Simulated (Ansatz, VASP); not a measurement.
**ZnS in VASP and in Ansatz**

```
Zn S
1.0
     0.00000    2.70465    2.66408
     2.70465    0.00000    2.66408
     2.70465    2.70465    0.00000
Zn S
1 1
Direct
  0.00000 0.00000 0.00000
  0.75000 0.75000 0.75000
```

Change from the starting cell: strain +0.000 along x and y, -0.015 along z, atoms carried along.

Alike in both runs: task single point; functional PBE; k mesh 10 × 10 × 10; occupations gaussian, width 0.05 eV; no spin polarisation.

```csv
,VASP,Ansatz
version,VASP 6.6.1,Ansatz 0.2.0
potentials or method,"VASP PAW PBE potentials, release 64 (Zn, S)","scalar-relativistic, plane waves, PAW"
plane-wave cutoff (eV),520,420
valence electrons in the cell,18,18
```

|  | VASP | Ansatz | Ansatz less VASP |
| --- | --- | --- | --- |
| gap on the k mesh at the Fermi level (eV) | 2.13 | 2.13 | -0.006 |
| least direct gap on the mesh (eV) | 2.13 | 2.13 | -0.006 |
| pressure (GPa) | 2.7 | 2.5 | -0.17 |
| largest component of the traceless stress (GPa) | 0.39 | 0.39 | +0.005 |
